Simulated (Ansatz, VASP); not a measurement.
## Two plane-wave programs on Te

Contents of INCAR:

```
SYSTEM = Te
  ALGO = Normal
  EDIFF = 1E-7
  EDIFFG = -0.01
  ENCUT = 600
  IBRION = 2
  ISIF = 3
  ISMEAR = -1
  LASPH = .TRUE.
  LCHARG = .FALSE.
  LMIXTAU = .TRUE.
  LREAL = .FALSE.
  LWAVE = .FALSE.
  METAGGA = R2SCAN
  NELM = 80
  NSW = 40
  PREC = Accurate
  SIGMA = 0.05
```

The input KPOINTS:

```
k-points
0
G
  9 9 9
  0 0 0
```

The input POSCAR:

```
Te
1.0
    2.3059043427      1.3313144930      1.6909537039
   -2.3059043427      1.3313144930      1.6909537039
    0.0000000000     -2.6626289860      1.6909537039
Te
1
Direct
    0.5000000000      0.5000000000      0.5000000000
```

Contents of input.yaml:

```yaml
crystal:
  lattice:
    - [2.3059043427, 1.331314493, 1.6909537039]
    - [-2.3059043427, 1.331314493, 1.6909537039]
    - [0.0, -2.662628986, 1.6909537039]
  atoms:
    - { symbol: Te, position: [0.5, 0.5, 0.5] }
hamiltonian:
  xc: r2scan
  pseudopotentials: { kind: paw }
kpoints:
  mp_grid: { grid: [9, 9, 9] }
scf:
  occupations: { method: fermi_dirac, width: 0.05 }
output:
  forces: true
  stress: true
  eigenvalues: true
relax:
  f_tol: 0.01
  max_steps: 40
  cell: { stress_tol: 0.05 }
```

This isn't the form of Te at room conditions, which is trigonal, of chains.

Alike in both runs: task relaxation of cell and atoms; functional r2SCAN; k mesh 9 × 9 × 9; occupations fermi-dirac, width 0.05 eV; no spin polarisation.

|  | VASP | Ansatz |
| --- | --- | --- |
| version | VASP 6.6.1 | Ansatz 0.2.0 |
| potentials or method | VASP PAW PBE potentials, release 64 (Te) | Ansatz PAW |
| plane-wave cutoff (eV) | 600 | 500 |
| valence electrons in the cell | 6 | 16 |

VASP gave:

```
gap on the k mesh at the Fermi level, each at its own relaxed structure (eV) : none
relaxed volume (Å³/atom)                                                     : 32.47
relaxed cell length with the largest relative difference (Å)                 : 3.192
energy change over the relaxation (meV/atom)                                 : -10
```

Which values does Ansatz return?

gap on the k mesh at the Fermi level, each at its own relaxed structure (eV): none; relaxed volume (Å³/atom): 32.49; relaxed cell length with the largest relative difference (Å): 3.193; energy change over the relaxation (meV/atom): -10.

A gap of «none» marks a metal or a gap that the smearing closes. The two sets of potentials don't hold the same shells in valence.

Caveats: the PAW data sets were made with another functional, which shifts forces and pressure a little (VASP); the plane-wave basis is chosen anew once the cell has moved, so the energies of steps on either side of that aren't comparable (Ansatz); the PAW data sets come from PBE, with cores solved anew for the run's functional, which leaves a small shift of forces and pressure (Ansatz). The runs have no spin-orbit coupling, so splittings on Te are missing.
